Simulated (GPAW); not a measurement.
# TiO2 (Anatase) (I4_1/amd) in GPAW: reference runs

Reference runs on TiO2 (Anatase): the cell as given.

Everything below comes from runs of GPAW 26.7.0. Logs are shortened: lines on timing, memory, paths and dates and some standing lists are left out, and cuts for length are marked. The log counts tension as positive stress, the text compression.

## (1) Starting point

Symmetry: I4_1/amd, No. 141, tetragonal system. The conventional cell has a = 3.784 Å, b = 3.784 Å, c = 9.515 Å, α = 90.00°, β = 90.00°, γ = 90.00°. Around Ti (site symmetry -4m2) lie 6 O at 1.93 to 1.98 Å. Around O (site symmetry 2mm) lie 3 Ti at 1.93 to 1.98 Å.

## (2) Single point, PBE

Contents of run.py:

```python
from ase import Atoms
from ase.dft.bandgap import bandgap
from ase.io import write
from ase.units import GPa
from gpaw import GPAW, PW

atoms = Atoms(['Ti', 'Ti', 'O', 'O', 'O', 'O'],
              cell=[[-1.8921, 1.8921, 4.7573],
                    [1.8921, -1.8921, 4.7573],
                    [1.8921, 1.8921, -4.7573]],
              scaled_positions=[[0.75, 0.25, 0.5],
                                [0.0, 0.0, 0.0],
                                [0.7919, 0.7919, 0.0],
                                [0.5419, 0.0419, 0.5],
                                [0.9581, 0.4581, 0.5],
                                [0.2081, 0.2081, 0.0]],
              pbc=True)

calc = GPAW(mode=PW(800),
            xc='PBE',
            kpts={'size': (10, 10, 10), 'gamma': True},
            occupations={'name': 'fermi-dirac', 'width': 0.05},
            nbands=43,
            convergence={'density': 1e-05, 'energy': 1e-05},
            maxiter=150,
            txt='gpaw.txt')
atoms.calc = calc
energy = atoms.get_potential_energy()
forces = atoms.get_forces()
stress = atoms.get_stress()
calc.write('gs.gpw')
write('result.traj', atoms)
print(f'Energy: {energy:.6f} eV')
print('Forces (eV/A):')
print(forces.round(4))
print('Stress (GPa):', (stress / GPa).round(3))
print('Fermi level:', round(calc.get_fermi_level(), 4), 'eV')
print(f'Gap: {bandgap(calc)[0]:.4f} eV, direct: {bandgap(calc, direct=True)[0]:.4f} eV')
```

Potentials or basis: GPAW PAW data sets (gpaw-data 1.2.1), pw.

Started as:

```bash
$ OMP_NUM_THREADS=1 python run.py
```

gpaw.txt:

```text
__  _  _
 | _ |_)|_||  |
 |__||  | ||/\| - 26.7.0

Input parameters:
  mode=PW(ecut=800.0),
  convergence={'density': 1e-05, 'energy': 1e-05},
  kpts=MonkhorstPack(size=(10, 10, 10), gamma=True),
  maxiter=150,
  nbands=43,
  occupations=Occupations(name='fermi-dirac', width=0.05),
  xc=XC(name='PBE')

Diagonalizing LCAO Hamiltonian
Converting LCAO to pw mode

       O

         O

         Ti

       O O

       Ti

Atoms  # Å, Bohr magnetons
|   | symbol |         x |         y |        z |    initial magnetic moments |
|---|--------|-----------|-----------|----------|-----------------------------|
| 0 |     Ti |  0.000000 |  1.892100 | 2.378650 | ( 0.0000,  0.0000,  0.0000) |
| 1 |     Ti |  0.000000 |  0.000000 | 0.000000 | ( 0.0000,  0.0000,  0.0000) |
| 2 |      O | -0.000000 |  0.000000 | 7.534612 | ( 0.0000,  0.0000,  0.0000) |
| 3 |      O |  0.000000 |  1.892100 | 0.398662 | ( 0.0000,  0.0000,  0.0000) |
| 4 |      O |  0.000000 |  1.892100 | 4.358638 | ( 0.0000,  0.0000,  0.0000) |
| 5 |      O |  0.000000 | -0.000000 | 1.979988 | ( 0.0000,  0.0000,  0.0000) |

Unit cell  # Å
| periodic |         x |         y |         z |  lengths |     angles |
|----------|-----------|-----------|-----------|----------|------------|
|      yes | -1.892100 |  1.892100 |  4.757300 | 5.458204 | 139.434593 |
|      yes |  1.892100 | -1.892100 |  4.757300 | 5.458204 | 139.434593 |
|      yes |  1.892100 |  1.892100 | -4.757300 | 5.458204 |  58.712803 |

Number of symmetries: 8
Symmetry operations  # r_c * U_cc + t_c -> r_c
|   | kind |            matrix            |
|---|------|------------------------------|
| 0 |  σ   |  1, 1, 1,  0, 0,-1,  0,-1, 0 |
| 1 |  E   |  1, 0, 0,  0, 1, 0,  0, 0, 1 |
| 2 |  C2  |  0, 1, 0,  1, 0, 0, -1,-1,-1 |
| 3 |  S4  |  0, 0, 1, -1,-1,-1,  0, 1, 0 |
| 4 |  σ   |  0, 0,-1,  1, 1, 1, -1, 0, 0 |
| 5 |  C2  |  0,-1, 0, -1, 0, 0,  0, 0,-1 |
| 6 |  C2  | -1, 0, 0,  0,-1, 0,  1, 1, 1 |
| 7 |  S4  | -1,-1,-1,  0, 0, 1,  1, 0, 0 |

BZ-sampling:
  Number of BZ points: 1000
  Number of IBZ points: 102

  Monkhorst-Pack size: [10, 10, 10]
  Monkhorst-Pack shift: [0.05, 0.05, 0.05]

K-points  # in reciprocal-cell coordinates
|     |                                coordinates |     weight |
|-----|--------------------------------------------|------------|
|   0 | (  0.00000000,   0.00000000,   0.00000000) | 0.00100000 |
|   1 | (  0.10000000,  -0.10000000,   0.00000000) | 0.00400000 |
|   2 | (  0.10000000,  -0.10000000,   0.10000000) | 0.00400000 |
|   3 | (  0.10000000,   0.00000000,   0.00000000) | 0.00800000 |
|   4 | (  0.10000000,   0.10000000,  -0.10000000) | 0.00200000 |
|   5 | (  0.20000000,  -0.20000000,   0.00000000) | 0.00400000 |
|   6 | (  0.20000000,  -0.20000000,   0.10000000) | 0.00800000 |
|   7 | (  0.20000000,  -0.20000000,   0.20000000) | 0.00400000 |
|   8 | (  0.20000000,  -0.10000000,   0.00000000) | 0.01600000 |
|   9 | (  0.20000000,  -0.10000000,   0.10000000) | 0.00800000 |
| ... |                                            |            |
| 101 | (  0.50000000,   0.50000000,   0.50000000) | 0.00100000 |

Plane wave coefficients: 3540
Cutoff: 800.0 eV

Spin-components: 1 (collinear spins)
Bands:           43
Projectors:      32
Spin-degeneracy: 2
Datatype:        complex128

Parallelization:
  kpt:    1
  domain: 1
  band:   1

Density:
  Valence electrons: 48.0
  Components: 1
  Grid points: [36 36 36]
  Charge: 0.0  # |e|

Potential:
  Grid points: [36 36 36]

species:
  Ti:
    name:    Titanium
    Z:       22.0
    valence: 12
    core:    10
    charge:  0.0  # [|e|]
    compensation charges:
      type: gauss
      rc: 0.38  # [Å]
      lmax: 2
    cutoffs:
      filter: 2.23  # [Å]
      core: 1.02  # [Å]
    projectors
    | kind |    occ | energy [eV] | rcut [Å] |
    |------|--------|-------------|----------|
    |   3s |  2.000 |     -62.623 |    1.270 |
    |   4s |  2.000 |      -4.466 |    1.270 |
    |   3p |  6.000 |     -38.862 |    1.058 |
    |   4p |  0.000 |      -1.466 |    1.058 |
    |   3d |  2.000 |      -4.258 |    1.058 |
    |    d |        |      22.953 |    1.058 |

    Using partial waves for Ti as LCAO basis

  O:
    name:    Oxygen
    Z:       8.0
    valence: 6
    core:    2
    charge:  0.0  # [|e|]
    compensation charges:
      type: gauss
      rc: 0.21  # [Å]
      lmax: 2
    cutoffs:
      filter: 1.17  # [Å]
      core: 0.83  # [Å]
    projectors
    | kind |    occ | energy [eV] | rcut [Å] |
    |------|--------|-------------|----------|
    |   2s |  2.000 |     -23.961 |    0.688 |
    |   2p |  4.000 |      -9.029 |    0.598 |
    |    s |        |       3.251 |    0.688 |
    |    p |        |      18.182 |    0.598 |
    |    d |        |       0.000 |    0.619 |

    Using partial waves for O as LCAO basis

Reference energy: -54611.437768  # eV

eigensolver:
  PPCG
  Converge bands: occupied
  niter=2

density mixing:
  MSR1-Mixer
  Pratt-step length: 0.05
  Maximum mixing coefficient: 0.75
  Old densities: 10
  SVD Regularization: 0.005
  Good broyden scale: 1.0
  Trust region scale: 1.0
  Backstep threshold: 4.0
  History deletion threshold: 6.0
  Fourier metric: weight=20.0, sigma=0.015

occupation numbers:
  Fermi-Dirac:
    width: 0.0500  # eV

poisson solver:
  ecut: 6400.0  # eV

xc functional:
  name: PBE with 2 nearest neighbor stencil

convergence criteria:
- Maximum integral of absolute [dens]ity change: 1e-05 electrons / valence electron
- Maximum [total energy] change in last 3 cyles: 1e-05 eV / valence electron
- Maximum integral of absolute [eigenst]ate change: 4e-08 eV^2 / valence electron
maximum number of iterations: 150

SCF iterations
|iter     | |      energy | eigst |  dens |
|---------|-|-------------|-------|-------|
|iter:   1| |  -61.695677 | +0.10 |       |
|iter:   2| |  -58.670721 | -1.76 | -0.78 |
|iter:   3| |  -52.978128 | -0.61 | -0.84 |
|iter:   4| |  -52.453965 | -1.79 | -1.31 |
|iter:   5| |  -52.425563 | -2.54 | -1.59 |
|iter:   6| |  -52.417455 | -3.47 | -1.99 |
|iter:   7| |  -52.417525 | -4.64 | -2.88 |
|iter:   8| |  -52.417556c| -5.79 | -3.41 |
|iter:   9| |  -52.417558c| -7.06 | -4.05 |
|iter:  10| |  -52.417557c| -7.65c| -4.30 |
|iter:  11| |  -52.417557c| -8.09c| -4.92 |
|iter:  12| |  -52.417557c| -8.36c| -5.31c|

Converged in 12 steps
Energy contributions relative to reference atoms: (reference = -54611.437768)

Energy contributions:
  Kinetic:          62.118337
  Coulomb:         -71.494652
  Zero:              1.288263
  External:          0.000000
  Xc:              -44.329505
  Entropy:          -0.000000
  Spinorbit:         0.000000
  ----------------------------
  Free energy:     -52.417557
  Extrapolated:    -52.417557

dipole moment: (-26.539334, -6.881743, 11.331754)  # |e|*Ang

Fermi level: 5.136
Eigenvalues  # (at kpt = [0.000, 0.000, 0.000])
| band index |      eig [eV] | occ [0-2] |
|------------|---------------|-----------|
|          0 |       -52.201 |     2.000 |
|        ... |               |           |
|         16 |         2.050 |     2.000 |
|         17 |         2.050 |     2.000 |
|         18 |         2.104 |     2.000 |
|         19 |         3.358 |     2.000 |
|         20 |         3.375 |     2.000 |
|         21 |         3.375 |     2.000 |
[... 8 lines left out ...]
|         30 |         9.192 |     0.000 |
|         31 |         9.472 |     0.000 |
|        ... |               |           |
|         42 |        22.602 |     0.000 |

Gap: 2.145 eV
Transition (v -> c):
  (s=0, k=33, n=23, [0.40, -0.40, 0.00]) -> (s=0, k=0, n=24, [0.00, 0.00, 0.00])
Direct/indirect transitions are different
Direct gap: 2.473 eV
Transition at: (s=0, k=30, n=23, [0.30, 0.30, -0.30])

Forces  # eV/Ang
|        x |        y |        z |
|----------|----------|----------|
| -0.00000 | -0.00000 |  0.00000 |  # Ti   0
|  0.00000 |  0.00000 |  0.00000 |  # Ti   1
|  0.00000 |  0.00000 | -0.13496 |  # O    2
|  0.00000 |  0.00000 | -0.13497 |  # O    3
|  0.00000 |  0.00000 |  0.13497 |  # O    4
|  0.00000 |  0.00000 |  0.13496 |  # O    5

Stress tensor  # eV/Ang^3
|         x |         y |         z |
|-----------|-----------|-----------|
| -0.036419 |  0.000000 | -0.000000 |
|  0.000000 | -0.036419 | -0.000000 |
| -0.000000 | -0.000000 | -0.044346 |

# Writing to gs.gpw (mode='')
```

Wall time 4.4 min (1 thread of AMD EPYC 9R14 (Zen 4), shared host); peak memory 0.53 GiB.

Results:

```
Free energy            : -52.4176 eV
Pressure               : 6.3 GPa
Largest force          : 0.135 eV/Å
Band gap on the k mesh : 2.15 eV, indirect (least direct gap 2.47 eV)
```

Forces in eV/Å, atoms in the order of the input:
```
Ti   0.000  0.000  0.000
Ti   0.000  0.000  0.000
O    0.000  0.000 -0.135
O    0.000  0.000 -0.135
O    0.000  0.000  0.135
O    0.000  0.000  0.135
```

Stress tensor (GPa, compression positive):
```
5.84 0.00 0.00
0.00 5.84 0.00
0.00 0.00 7.11
```
